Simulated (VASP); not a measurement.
## Pt under changes of volume

One of the cells (16.222 Å³/atom); the others are scaled copies at fixed shape and fractional positions:

```
Pt
1.0
    -1.59471    1.59471    1.59471
     1.59471   -1.59471    1.59471
     1.59471    1.59471   -1.59471
Pt
1
Direct
  0.00000 0.00000 0.00000
```

This isn't the form of Pt at room conditions, which is fcc.

- Program: VASP 6.6.1
- Functional: PBE
- Potentials or basis: VASP PAW PBE potentials, release 64 (Pt)
- Cutoff: 520 eV
- k mesh: 12 × 12 × 12
- Occupations: fermi-dirac, width 0.05 eV
- Spin: no spin polarisation

```tsv
volume (Å³/atom)	energy over the lowest point (meV/atom)	pressure (GPa)
14.950	35.59	15.2
15.268	11.83	8.8
15.586	0.00	3.2
16.222	6.49	-6.1
16.540	?	?
16.858	45.36	-13.2
```

Question: What does the run at 16.540 Å³/atom give?

Answer: Energy over the lowest point 22.39 meV/atom; pressure -9.9 GPa.

Worked out: A Birch-Murnaghan fit of order 3 (a polynomial in V^(-2/3)) to the other rows has its minimum at 15.79 Å³/atom with B0 = V·E''(V) = 241 GPa and B' = 5.5. It gives 22.39 meV/atom at 16.540 Å³/atom, against the run's 22.39, and -dE/dV = -9.9 GPa, against -9.9.

Energies are extrapolated to zero smearing.
